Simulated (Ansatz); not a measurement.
# Polar KTaO3 (001), KO below and TaO2 above films against thickness, part 2 of 4

What happens to a polar KTaO3 (001), KO below and TaO2 above film as it grows?

Ansatz 0.2.0; plane-wave DFT, PBE, Ansatz PAW.

So far, dipole along the normal (e·Å): step 2 (relaxation, 5 atoms, units 1) -0.203.

## (3) Relaxing the slab, 10 atoms, units 2

System of this step: KTaO3 (001), KO below and TaO2 above, 2 units. The cell holds 10 atoms: 2 K, 6 O and 2 Ta. Its edges and angles: a = 3.990 Å, b = 3.990 Å, c = 23.985 Å, α = 90.0°, β = 90.0°, γ = 90.0°. It derives from KTaO3 (perovskite KTaO3). Vacuum lies along c.

The next thickness, treated alike, to follow how potential and charge build up across the film.

The input, input.yaml:

```yaml
crystal:
  lattice:
    - [3.99, 0.0, 0.0]
    - [0.0, 3.99, 0.0]
    - [0.0, 0.0, 23.985]
  atoms:
    - { symbol: K, position: [0.0, 0.0, 0.3752345216] }
    - { symbol: O, position: [0.5, 0.5, 0.3752345216] }
    - { symbol: Ta, position: [0.5, 0.5, 0.4584115072] }
    - { symbol: O, position: [0.0, 0.5, 0.4584115072] }
    - { symbol: O, position: [0.5, 0.0, 0.4584115072] }
    - { symbol: K, position: [0.0, 0.0, 0.5415884928] }
    - { symbol: O, position: [0.5, 0.5, 0.5415884928] }
    - { symbol: Ta, position: [0.5, 0.5, 0.6247654784] }
    - { symbol: O, position: [0.0, 0.5, 0.6247654784] }
    - { symbol: O, position: [0.5, 0.0, 0.6247654784] }
kpoints:
  mp_grid: { grid: [8, 8, 1] }
hamiltonian:
  xc: pbe
scf:
  occupations: { method: fermi_dirac, width: 0.03 }
  convergence: { dr2_threshold: 1.0e-09 }
efield:
  axis: 3
  dipole_correction: true
  ramp_position: 0.97
  ramp_width: 0.06
relax:
  f_tol: 0.01
  max_steps: 100
output:
  eigenvalues: true
  dos: { projected: true, e_range: [-7, 7] }
  write_potential: true
  write_density: true
  volumetric_format: npy
  elf: true
```

On the command line:

```console
ansatz run input.yaml --threads 4 --pin off --max-ram 12288MiB --backend cpu --events-out ev --progress --plain --runs-dir out
```

Numbers of over 12 decimals in the logs are rounded to 6 here.

Output:

```text
[...]
Crystal: 10 atoms, lattice volume = 381.844 Å³
Basis set: ecut = 420 eV, 7473 PW (Γ), exchange–correlation on 54×54×324 points (8 copies of the dense FFT grid, shifted against one another)
Bands: 50, of which v1, the nominal top of the filled ones, is band 40 counted from 1 (39 counted from 0)
Symmetry: 8 space group operations
[...]
k-points: 15 of 64
[...]
SCF iter   1: F=—  HF=-26353.635283 eV  |F-HF|=—  |Δ(HF+E_count)|=         —  Δρ=4.38e-3  dr2=4.88e-1  ethr=1.77e-3  p=0.156 e·Å  D=7.39e-2 V/Å  ΔV_dip=-1.77 eV  dr2_dipole=2.16e-1  V_vac-E_F(+/−)=3.17/4.95 eV  ⟨swp⟩=7.1  Hψ=3139  notcnv=0  defer=2
[...]
SCF iter  18: F=-26353.592230 eV  HF=-26353.592230 eV  |F-HF|=6.55e-11  |Δ(HF+E_count)|=  1.89e-10  Δρ=2.99e-8  dr2=2.63e-12  ethr=1.00e-12  p=0.260 e·Å  D=1.23e-1 V/Å  ΔV_dip=-2.96 eV  dr2_dipole=3.91e-14  V_vac-E_F(+/−)=2.23/5.19 eV  ⟨swp⟩=6.6  Hψ=3779  notcnv=0
SCF 1 converged in 18 iterations: F = -26353.592230 eV  dr2 = 2.63e-12
[...]
relax step   1: F+E_penalty+E_count = -26353.59223010 eV  Δ(F+E_penalty+E_count) = +0.000e0 eV  max|allowed force component| = 6.616e0 eV/Å  Δτ_max = 0.0000 Å  (18 SCF iters, accepted)
[...]
SCF iter  12: F=-26355.116080 eV  HF=-26355.116080 eV  |F-HF|=5.78e-10  |Δ(HF+E_count)|=  5.86e-10  Δρ=5.91e-7  dr2=9.44e-10  ethr=1.25e-12  p=-0.063 e·Å  D=-3.01e-2 V/Å  ΔV_dip=0.72 eV  dr2_dipole=2.09e-13  V_vac-E_F(+/−)=4.11/3.39 eV  ⟨swp⟩=19.3  Hψ=5728  notcnv=0
SCF 2 converged in 12 iterations: F = -26355.116080 eV  dr2 = 9.44e-10
relax step   2: F+E_penalty+E_count = -26355.11607963 eV  Δ(F+E_penalty+E_count) = -1.524e0 eV  max|allowed force component| = 3.117e0 eV/Å  Δτ_max = 0.1963 Å  (12 SCF iters, accepted)
[...]
SCF iter  12: F=-26355.310109 eV  HF=-26355.310109 eV  |F-HF|=1.75e-10  |Δ(HF+E_count)|=   1.66e-9  Δρ=4.63e-7  dr2=6.36e-10  ethr=1.25e-12  p=-0.277 e·Å  D=-1.31e-1 V/Å  ΔV_dip=3.14 eV  dr2_dipole=1.54e-11  V_vac-E_F(+/−)=5.15/2.01 eV  ⟨swp⟩=21.1  Hψ=5786  notcnv=0
SCF 3 converged in 12 iterations: F = -26355.310109 eV  dr2 = 6.36e-10
[...]
relax step   3: F+E_penalty+E_count = -26355.31010868 eV  Δ(F+E_penalty+E_count) = -1.940e-1 eV  max|allowed force component| = 1.543e0 eV/Å  Δτ_max = 0.1531 Å  (12 SCF iters, accepted)
[...]
relax step   4: F+E_penalty+E_count = -26355.37385939 eV  Δ(F+E_penalty+E_count) = -6.375e-2 eV  max|allowed force component| = 1.719e-1 eV/Å  Δτ_max = 0.1212 Å  (11 SCF iters, accepted)
[...]
relax step   5: F+E_penalty+E_count = -26355.37898335 eV  Δ(F+E_penalty+E_count) = -5.124e-3 eV  max|allowed force component| = 1.404e-1 eV/Å  Δτ_max = 0.0602 Å  (10 SCF iters, accepted)
[...]
relax step   6: F+E_penalty+E_count = -26355.37942037 eV  Δ(F+E_penalty+E_count) = -4.370e-4 eV  max|allowed force component| = 1.178e-2 eV/Å  Δτ_max = 0.0049 Å  (9 SCF iters, accepted)
SCF iter   1: F=—  HF=-26355.378069 eV  |F-HF|=—  |Δ(HF+E_count)|=         —  Δρ=3.45e-5  dr2=3.63e-6  ethr=3.04e-7  p=-0.213 e·Å  D=-1.01e-1 V/Å  ΔV_dip=2.42 eV  dr2_dipole=1.54e-7  V_vac-E_F(+/−)=4.64/2.23 eV  ⟨swp⟩=2.0  Hψ=1303  notcnv=0
[...]
SCF iter   8: F=-26355.379429 eV  HF=-26355.379429 eV  |F-HF|=3.27e-11  |Δ(HF+E_count)|=  6.18e-11  Δρ=1.20e-7  dr2=4.97e-11  ethr=1.00e-12  p=-0.212 e·Å  D=-1.01e-1 V/Å  ΔV_dip=2.41 eV  dr2_dipole=8.36e-13  V_vac-E_F(+/−)=4.64/2.23 eV  ⟨swp⟩=6.9  Hψ=3965  notcnv=0
SCF 7 converged in 8 iterations: F = -26355.379429 eV  dr2 = 4.97e-11
relax step   7: F+E_penalty+E_count = -26355.37942938 eV  Δ(F+E_penalty+E_count) = -9.015e-6 eV  max|allowed force component| = 2.558e-3 eV/Å  Δτ_max = 0.0016 Å  (8 SCF iters, accepted)
[...]
SCF converged after 8 iterations
Free energy (F): -26355.379429 eV
[...]
Internal energy: -26355.379429 eV  (E = F + TS)
E sigma→0 (E₀):  -26355.379429 eV
Fermi energy:    1.148932 eV
Dipole field:    D = -0.100651 V/Å  (p = -0.212395 e·Å, saw-weighted, corrected)
Work function:   Φ+ = 4.6430 eV   Φ− = 2.2289 eV
[...]
--- Forces (eV/Å), atoms counted from 1 ---
  atom   1  K      0.00000000     0.00000000     0.00053431
  atom   2  O      0.00000000     0.00000000    -0.00144807
  atom   3  Ta     0.00000000     0.00000000     0.00255849
  atom   4  O     -0.00000000     0.00000000    -0.00072959
  atom   5  O      0.00000000     0.00000000    -0.00072959
  atom   6  K     -0.00000000     0.00000000    -0.00058825
  atom   7  O      0.00000000     0.00000000     0.00128659
  atom   8  Ta     0.00000000     0.00000000    -0.00025634
  atom   9  O     -0.00000000     0.00000000    -0.00031162
  atom  10  O     -0.00000000     0.00000000    -0.00031162
  max |Σ_I F_I| component: 4.31e-6 eV/Å
--- Band table (eV; the first three rows and the last of 15) ---
  k-point 0: bands = [... 36 lower, -1.1389, -1.1389, -0.6547, -0.6547, 2.0421, 2.3050, 2.7825, 3.4627, ... 6 higher]
  k-point 1: bands = [... 36 lower, -1.3704, -1.1692, -0.9458, -0.8328, 2.4792, 2.7472, 2.9253, 3.4260, ... 6 higher]
  k-point 2: bands = [... 36 lower, -1.4524, -1.2428, -1.1631, -1.0297, 3.3485, 3.3488, 3.5711, 3.6714, ... 6 higher]
  k-point 14: bands = [... 36 lower, -0.8350, -0.8350, -0.3196, 0.2539, 4.6701, 4.9962, 4.9962, 5.3782, ... 6 higher]
--- Relaxed structure (7 steps of the walk, 7 accepted, 0 SCFs on fresh bases) ---
  F+E_penalty+E_count = -26355.37942938 eV   max|allowed force component| = 2.558e-3 eV/Å
  atoms:
    - { symbol: K, position: [0, 0.0, 0.363905] }
    - { symbol: O, position: [0.5, 0.5, 0.372044] }
    - { symbol: Ta, position: [0.5, 0.5, 0.448599] }
    - { symbol: O, position: [0, 0.5, 0.457418] }
    - { symbol: O, position: [0.5, 0.0, 0.457418] }
    - { symbol: K, position: [0, 0.0, 0.541237] }
    - { symbol: O, position: [0.5, 0.5, 0.547774] }
    - { symbol: Ta, position: [0.5, 0.5, 0.623947] }
    - { symbol: O, position: [0, 0.5, 0.635418] }
    - { symbol: O, position: [0.5, 0.0, 0.635418] }
```

It took 61 s on 4 threads of Arm Neoverse V2, shared host; peak memory 0.88 GiB; 4 min of CPU time.

Relaxation path:

```tsv
step	energy less that of the first step (eV)	largest force component (eV/Å)
1	0.0000	6.6157
2	-1.5239	3.1170
3	-1.7179	1.5433
4	-1.7816	0.1719
5	-1.7868	0.1404
6	-1.7872	0.0118
7	-1.7872	0.0026
```

The run keeps the 8 symmetry operations that it works with, so distortions that break them were not tested.

The atoms that moved most (Å):

```tsv
atom	dx	dy	dz	length
K1	0.000	0.000	-0.272	0.272
O9	0.000	0.000	0.255	0.255
O10	0.000	0.000	0.255	0.255
Ta3	0.000	0.000	-0.235	0.235
O7	0.000	0.000	0.148	0.148
O2	0.000	0.000	-0.077	0.077
O4	0.000	0.000	-0.024	0.024
O5	0.000	0.000	-0.024	0.024
```

Final coordinates:

```xyz
10
Lattice="3.9900 0.0000 0.0000 0.0000 3.9900 0.0000 0.0000 0.0000 23.9850" Properties=species:S:1:pos:R:3
K     0.0000    0.0000    8.7283
O     1.9950    1.9950    8.9235
Ta    1.9950    1.9950   10.7596
O     0.0000    1.9950   10.9712
O     1.9950    0.0000   10.9712
K     0.0000    0.0000   12.9816
O     1.9950    1.9950   13.1384
Ta    1.9950    1.9950   14.9654
O     0.0000    1.9950   15.2405
O     1.9950    0.0000   15.2405
```

Numbers from this step:

| Property | Result |
| --- | --- |
| gap on the k-mesh | 1.788 eV |
| dipole along the normal | -0.2124 e·Å |
| step between the vacuum levels | 2.414 eV |
| ionisation energy, upper face | 5.538 eV |
| electron affinity, upper face | 3.750 eV |
| ionisation energy, lower face | 3.124 eV |

The density of states has structure finer than the step of the table below, so its rows give means over 0.25 eV, whole bins alone (the curve runs from -7 to 1.98 eV). Peaks (eV: height): -5.600: 15.5, -5.490: 7.40, -4.400: 12.4, -3.530: 22.7, -2.510: 19.7, -2.370: 12.1, -2.020: 17.3.

Table of density of states by energy, zero at the Fermi level of the run, which the smearing sets inside the gap; means over each step:

```tsv
energy (eV)	density of states (states/eV a cell)
-6.75	1.57
-6.50	2.41
-6.25	4.08
-6.00	3.58
-5.75	4.47
-5.50	7.18
-5.25	5.30
-5.00	6.91
-4.75	6.71
-4.50	9.55
-4.25	8.81
-4.00	7.45
-3.75	8.55
-3.50	11.0
-3.25	5.80
-3.00	4.09
-2.75	9.42
-2.50	12.5
-2.25	8.25
-2.00	9.05
-1.75	2.63
-1.50	1.49
-1.25	0.890
-1.00	0.648
-0.75	0
-0.50	0
-0.25	0
0.00	0
0.25	0
0.50	0
0.75	0
1.00	0.0766
1.25	0.325
1.50	0.594
1.75	1.33
```

Projected DOS per atom over height of the atomic layer and energy from the Fermi level. Layers: KO TaO2 KO TaO2 from below.

Ten even steps from '_' (0.00 states/eV) to '@' (1.92 states/eV), each cell a mean:
```
________
________
________
________
________
________
________
______..
______..
..--..++
--++::**
==##::**
..--..::
@@----==
====::==
::++==++
..++::==
..==::--
..==**::
__....--
__--__..
__..____
```
Columns: height of the atomic layer (Å) from 8.83 to 15.1; rows upwards: energy from the Fermi level (eV) from -6.95 to 1.96.

ELF in the ca plane at fractional y = 0.500, with atoms of O and Ta within 0.2 Å of it. It is the smooth field of the valence electrons, not physical close to the nuclei.

Ten even steps from '0' (0.00) to '9' (0.84), each cell a mean:
```
00000000000000002797797200003897897420000000
00000000000123311367874002211468875310000000
00000000012478873133311158851233221100000000
00000000024799995488851599983688730000000000
00000000025898486651682696584622871000000000
00000000024899785574771698784755851000000000
00000000013689984267520389972476410000000000
00000000001346641124442025531134553200000000
00000000000001101589996100002699997410000000
00000000000000002795598300004884697420000000
```
Columns run along c (16.0 Å, from fractional 0.17 to 0.83 of the cell), rows up along a (4.0 Å). Atoms in or near the plane, at fractional coordinates: O at (0.37, 0.50), Ta at (0.45, 0.50), O at (0.46, 0.00), O at (0.55, 0.50), Ta at (0.62, 0.50), O at (0.64, 0.00).

Valence density in the ca plane at fractional y = 0.500, with atoms of O and Ta within 0.2 Å of it. It is the smooth field of the valence electrons, not physical close to the nuclei.

Values in e/Å³, 6 rows by 16 columns, each cell a mean:
```
0.0 0.0 0.0 0.0 0.0 0.1 0.9 2.9 0.2 0.0 0.3 3.1 0.4 0.0 0.0 0.0
0.0 0.0 0.0 0.0 0.2 0.5 0.8 1.0 0.2 0.6 0.5 1.3 0.1 0.0 0.0 0.0
0.0 0.0 0.0 0.0 1.4 4.0 2.8 3.1 0.7 4.5 2.2 3.7 0.3 0.0 0.0 0.0
0.0 0.0 0.0 0.0 1.0 2.8 2.3 2.6 0.5 3.1 1.7 3.3 0.3 0.0 0.0 0.0
0.0 0.0 0.0 0.0 0.1 0.2 0.5 0.9 0.1 0.2 0.3 1.0 0.2 0.0 0.0 0.0
0.0 0.0 0.0 0.0 0.0 0.0 1.3 4.1 0.2 0.0 0.4 4.5 0.6 0.0 0.0 0.0
```
Columns run along c (16.0 Å, from fractional 0.17 to 0.83 of the cell), rows up along a (4.0 Å). Atoms in or near the plane, at fractional coordinates: O at (0.37, 0.50), Ta at (0.45, 0.50), O at (0.46, 0.00), O at (0.55, 0.50), Ta at (0.62, 0.50), O at (0.64, 0.00).

Electrostatic potential energy in the ca plane at fractional y = 0.500, with atoms of O and Ta within 0.2 Å of it. With pseudopotentials it is smooth inside the atoms' cores, unlike the true potential.

Ten even steps from '0' (-56 eV) to '9' (6 eV), each cell a mean:
```
99999999999999999999999831389999999731499999
99999999999999999999999976899999999876899999
99999999999999999999998755789999997656789999
99999999999999999974576311378964575101578999
99999999999999999941145100158720263000378999
99999999999999999952265100268831364000378999
99999999999999999997897533579987886434689999
99999999999999999999999877899999998777899999
99999999999999999999999964599999999854799999
99999999999999999999999720289999999610399999
```
Columns run along c (16.0 Å, from fractional 0.08 to 0.74 of the cell; values clipped at the 3rd and 97th percentile), rows up along a (4.0 Å). Atoms in or near the plane, at fractional coordinates: O at (0.37, 0.50), Ta at (0.45, 0.50), O at (0.46, 0.00), O at (0.55, 0.50), Ta at (0.62, 0.50), O at (0.64, 0.00).

The relaxation took 7 steps and lowered the energy by 1.8 eV; the largest force on the free atoms ends at 0.0026 eV/Å.

The vacuum levels of the two faces differ by 2.41 eV, and the gap is 1.79 eV.

## (4) Before relaxing, 10 atoms, units 2

For comparison, the film as cut from the bulk, to show what relaxation does to the dipole.

Edit input.yaml of step 3 so:

```diff
@@ -28,8 +28,3 @@
   ramp_width: 0.06
-relax:
-  f_tol: 0.01
-  max_steps: 100
 output:
-  eigenvalues: true
-  dos: { projected: true, e_range: [-7, 7] }
   write_potential: true
@@ -37,2 +32 @@
   volumetric_format: npy
-  elf: true
```

Output:

```text
[...]
Crystal: 10 atoms, lattice volume = 381.844 Å³
Basis set: ecut = 420 eV, 7473 PW (Γ)
Bands: 50, of which v1, the nominal top of the filled ones, is band 40 counted from 1 (39 counted from 0)
Symmetry: 8 space group operations
[...]
k-points: 15 of 64
[...]
SCF iter   1: F=—  HF=-26353.635583 eV  |F-HF|=—  |Δ(HF+E_count)|=         —  Δρ=4.38e-3  dr2=4.88e-1  ethr=1.77e-3  p=0.156 e·Å  D=7.39e-2 V/Å  ΔV_dip=-1.77 eV  dr2_dipole=2.16e-1  V_vac-E_F(+/−)=3.17/4.95 eV  ⟨swp⟩=7.1  Hψ=3139  notcnv=0  defer=2
[...]
SCF iter  16: F=-26353.590795 eV  HF=-26353.590795 eV  |F-HF|=1.13e-10  |Δ(HF+E_count)|=   8.86e-9  Δρ=2.82e-7  dr2=5.93e-10  ethr=1.25e-12  p=0.260 e·Å  D=1.23e-1 V/Å  ΔV_dip=-2.96 eV  dr2_dipole=1.13e-10  V_vac-E_F(+/−)=2.23/5.19 eV  ⟨swp⟩=13.0  Hψ=2771  notcnv=0
SCF 1 converged in 16 iterations: F = -26353.590795 eV  dr2 = 5.93e-10
[...]
SCF converged after 16 iterations
Free energy (F): -26353.590795 eV
[...]
Internal energy: -26353.587140 eV  (E = F + TS)
E sigma→0 (E₀):  -26353.588967 eV
Entropy (-TS):   -0.003656 eV (-0.366 meV/atom)
Fermi energy:    0.816580 eV
Dipole field:    D = 0.123205 V/Å  (p = 0.259988 e·Å, saw-weighted, corrected)
Work function:   Φ+ = 2.2309 eV   Φ− = 5.1860 eV
[...]
--- Band table (eV; the first three rows and the last of 15) ---
  k-point 0: bands = [... 36 lower, -0.4826, -0.3617, 0.1032, 0.1032, 0.6225, 1.1113, 1.1113, 1.3154, ... 6 higher]
  k-point 1: bands = [... 36 lower, -0.7168, -0.3762, 0.0761, 0.3320, 1.0683, 1.1276, 1.2448, 1.5120, ... 6 higher]
  k-point 2: bands = [... 36 lower, -1.0805, -0.3538, 0.0114, 0.5313, 1.1312, 1.5144, 2.0410, 2.1799, ... 6 higher]
  k-point 14: bands = [... 36 lower, -0.3913, 0.3013, 0.7626, 0.7626, 2.1786, 3.3832, 3.3832, 4.6868, ... 6 higher]
```

Wall time 10 s (4 threads); peak memory 0.88 GiB.

Reading the cycles: dr2 is the Hartree energy of the density residual (eV), the measure of convergence; HF is the Harris–Foulkes estimate of the energy, which meets the free energy F at convergence.

This step gave:

```yaml
energy_at_zero_smearing: -26353.5890 eV
work_function_upper_face: 2.231 eV
work_function_lower_face: 5.186 eV
dipole_along_the_normal: 0.2600 e·Å
step_between_the_vacuum_levels: -2.955 eV
```

The vacuum levels of the two faces differ by 2.96 eV, and there is no gap.

## (5) Relaxation, 15 atoms, units 3

System of this step: KTaO3 (001), KO below and TaO2 above, 3 units. The cell holds 15 atoms: 3 K, 9 O and 3 Ta. Cell: a = 3.990 Å, b = 3.990 Å, c = 27.975 Å, α = 90.0°, β = 90.0°, γ = 90.0°. It derives from KTaO3 (perovskite KTaO3). Vacuum lies along c.

The next thickness, treated alike, to follow how potential and charge build up across the film.

The input, input.yaml:

```yaml
crystal:
  lattice:
    - [3.99, 0.0, 0.0]
    - [0.0, 3.99, 0.0]
    - [0.0, 0.0, 27.975]
  atoms:
    - { symbol: K, position: [0.0, 0.0, 0.3217158177] }
    - { symbol: O, position: [0.5, 0.5, 0.3217158177] }
    - { symbol: Ta, position: [0.5, 0.5, 0.3930294906] }
    - { symbol: O, position: [0.0, 0.5, 0.3930294906] }
    - { symbol: O, position: [0.5, 0.0, 0.3930294906] }
    - { symbol: K, position: [0.0, 0.0, 0.4643431635] }
    - { symbol: O, position: [0.5, 0.5, 0.4643431635] }
    - { symbol: Ta, position: [0.5, 0.5, 0.5356568365] }
    - { symbol: O, position: [0.0, 0.5, 0.5356568365] }
    - { symbol: O, position: [0.5, 0.0, 0.5356568365] }
    - { symbol: K, position: [0.0, 0.0, 0.6069705094] }
    - { symbol: O, position: [0.5, 0.5, 0.6069705094] }
    - { symbol: Ta, position: [0.5, 0.5, 0.6782841823] }
    - { symbol: O, position: [0.0, 0.5, 0.6782841823] }
    - { symbol: O, position: [0.5, 0.0, 0.6782841823] }
kpoints:
  mp_grid: { grid: [8, 8, 1] }
hamiltonian:
  xc: pbe
scf:
  occupations: { method: fermi_dirac, width: 0.03 }
  convergence: { dr2_threshold: 1.0e-09 }
efield:
  axis: 3
  dipole_correction: true
  ramp_position: 0.97
  ramp_width: 0.06
relax:
  f_tol: 0.01
  max_steps: 100
output:
  eigenvalues: true
  dos: { projected: true, e_range: [-7, 7] }
  write_potential: true
  write_density: true
  volumetric_format: npy
```

Output:

```text
[...]
Crystal: 15 atoms, lattice volume = 445.365 Å³
Basis set: ecut = 420 eV, 8733 PW (Γ), exchange–correlation on 54×54×384 points (8 copies of the dense FFT grid, shifted against one another)
Bands: 75, of which v1, the nominal top of the filled ones, is band 60 counted from 1 (59 counted from 0)
Symmetry: 8 space group operations
[...]
- { symbol: O, position: [0.5, 0.5, 0.465932] }
    - { symbol: Ta, position: [0.5, 0.5, 0.531897] }
    - { symbol: O, position: [0, 0.5, 0.539678] }
    - { symbol: O, position: [0.5, 0.0, 0.539678] }
    - { symbol: K, position: [0, 0.0, 0.610515] }
    - { symbol: O, position: [0.5, 0.5, 0.616045] }
    - { symbol: Ta, position: [0.5, 0.5, 0.681362] }
    - { symbol: O, position: [0, 0.5, 0.691238] }
    - { symbol: O, position: [0.5, 0.0, 0.691238] }
[key lines of the parts left out:]
SCF converged after 8 iterations
Free energy (F): -39533.568149 eV
Fermi energy:    2.355533 eV
Dipole field:    D = -0.076892 V/Å  (p = -0.189251 e·Å, saw-weighted, corrected)
Work function:   Φ+ = 4.6117 eV   Φ− = 2.4606 eV
```

Run time: 3.2 min. Hardware: 4 threads; peak memory 1.2 GiB; 13 min of CPU time.

Step by step:

```tsv
step	energy less that of the first step (eV)	largest force component (eV/Å)
1	0.0000	4.4214
2	-1.2816	4.1823
3	-0.2692	10.6346
4	-1.9601	1.6493
5	-2.0992	1.0308
6	-2.1679	0.3902
7	-2.1791	0.1115
8	-2.1801	0.0377
9	-2.1802	0.0200
10	-2.1802	0.0015
```

Relaxation step 3 was tried and not accepted.

The run keeps the 8 symmetry operations that it works with, so distortions that break them were not tested.

The atoms that moved most (Å):

```tsv
atom	dx	dy	dz	length
K1	0.000	0.000	-0.383	0.383
O15	0.000	0.000	0.362	0.362
O14	0.000	0.000	0.362	0.362
Ta3	0.000	0.000	-0.339	0.339
O12	0.000	0.000	0.254	0.254
O2	0.000	0.000	-0.182	0.182
K6	0.000	0.000	-0.162	0.162
O4	0.000	0.000	-0.132	0.132
```

Final coordinates:

```xyz
15
Lattice="3.9900 0.0000 0.0000 0.0000 3.9900 0.0000 0.0000 0.0000 27.9750" Properties=species:S:1:pos:R:3
K     0.0000    0.0000    8.6173
O     1.9950    1.9950    8.8184
Ta    1.9950    1.9950   10.6561
O     0.0000    1.9950   10.8635
O     1.9950    0.0000   10.8635
K     0.0000    0.0000   12.8282
O     1.9950    1.9950   13.0344
Ta    1.9950    1.9950   14.8798
O     0.0000    1.9950   15.0975
O     1.9950    0.0000   15.0975
K     0.0000    0.0000   17.0792
O     1.9950    1.9950   17.2339
Ta    1.9950    1.9950   19.0611
O     0.0000    1.9950   19.3374
O     1.9950    0.0000   19.3374
```

The density of states has structure finer than the step of the table below, so its rows give means over 0.25 eV, whole bins alone (the curve runs from -7 to 1.98 eV). Peaks (eV: height): -6.020: 19.7, -4.720: 18.2, -4.400: 18.3, -3.180: 32.6, -2.580: 21.1, -2.300: 20.1, -2.160: 23.6.

Table of density of states by energy, zero at the Fermi level of the run, which the smearing sets inside the gap; means over each step:

```tsv
energy (eV)	density of states (states/eV a cell)
-6.75	0.996
-6.50	4.51
-6.25	7.40
-6.00	9.65
-5.75	5.85
-5.50	5.95
-5.25	8.11
-5.00	11.6
-4.75	12.4
-4.50	14.3
-4.25	14.2
-4.00	11.7
-3.75	9.73
-3.50	10.1
-3.25	13.4
-3.00	6.60
-2.75	13.1
-2.50	17.2
-2.25	16.3
-2.00	11.4
-1.75	7.62
-1.50	2.91
-1.25	1.03
-1.00	0.554
-0.75	0
-0.50	0
-0.25	0
0.00	0
0.25	0
0.50	0
0.75	0
1.00	0.0583
1.25	0.419
1.50	0.928
1.75	1.15
```

The relaxation took 10 steps and lowered the energy by 2.2 eV; the largest force on the free atoms ends at 0.0015 eV/Å.

The vacuum levels of the two faces differ by 2.15 eV, and the gap is 1.85 eV.

(Part 2 of 4 ends here.)

[Logs are printed without paths, hosts, clocks, repeated set-up lines and the standing remarks that a program may print on its own settings, such as how far it seeks lower states.]

[Hosts, paths, dates, database ids (printed as entryN), source tags and the programs' standing remarks are cut or masked in the printed files.]

[Maps of the electrostatic potential energy from Ansatz leave out the sawtooth potential of an applied field or a dipole correction, so their vacuum need not be flat; planar profiles and work functions include it.]

[The density of states shown here was stored with 400 of the rows of the run's finer table, so its peaks can read low, often by over a quarter, or be missed, and its means over a window can be off by a tenth or more.]
